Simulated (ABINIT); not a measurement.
Si2Mo:

```
Mo Si
1.0
    -1.60000    1.60000    3.93050
     1.60000   -1.60000    3.93050
     1.60000    1.60000   -3.93050
Mo Si
1 2
Direct
  0.00000 0.00000 0.00000
  0.66700 0.66700 0.00000
  0.33300 0.33300 0.00000
```

Base run:

- Program: ABINIT 10.8.3 (patched build)
- Functional: LDA
- Potentials or basis: JTH PAW LDA v2.0
- Cutoff: 354 eV
- k mesh: 9 × 9 × 9
- Occupations: fermi-dirac, width 0.05 eV
- Spin: no spin polarisation

Its results: band gap on the k mesh none (metal or under the smearing width); pressure -6.1 GPa; largest force 0.397 eV/Å.

Question: The run is repeated on the same cell with these changes: potentials or basis from JTH PAW LDA v2.0 to PseudoDojo NC SR LDA v0.4.1 standard; cutoff from 354 eV to 952 eV. What comes out?

Answer: Band gap on the k mesh none (metal or under the smearing width); pressure -6.6 GPa; largest force 0.399 eV/Å.

Not every run made on this cell is shown here.
